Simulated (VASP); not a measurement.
Crystal: SnSe.

```
Sn Se
1.0
     0.00000    3.01000    3.01000
     3.01000    0.00000    3.01000
     3.01000    3.01000    0.00000
Sn Se
1 1
Direct
  0.00000 0.00000 0.00000
  0.50000 0.50000 0.50000
```

Measurements of this composition are mostly on another form, of space group No. 62.

- Program: VASP 6.6.1
- Task: relaxation of cell and atoms
- Functional: LDA
- Potentials or basis: VASP PAW LDA potentials, release 64 (Sn_d, Se)
- Cutoff: 600 eV
- k mesh: 10 × 10 × 10
- Occupations: gaussian, width 0.03 eV
- Spin: no spin polarisation

At the start: pressure -3.1 GPa; volume 27.27 Å³/atom.

**Question.** How do energy, volume and symmetry change on relaxing?

**Answer.** Over 3 steps the energy falls by 16.4 meV/atom and the volume is 25.68 Å³/atom (-5.8 %); space group Fm-3m (No. 225, to 0.05 Å).

The path:
```
step  energy change (eV)  largest force (eV/Å)  pressure (GPa)  volume (Å³)
   1              0.0000                0.0000           -3.12        54.54
   2             -0.0297                0.0000            1.12        50.46
   3             -0.0328                0.0000            0.02        51.36
```

Final structure:
```
Sn Se
1.0
     0.00000    2.95033    2.95033
     2.95033    0.00000    2.95033
     2.95033    2.95033    0.00000
Sn Se
1 1
Direct
  0.00000 0.00000 0.00000
  0.50000 0.50000 0.50000
```
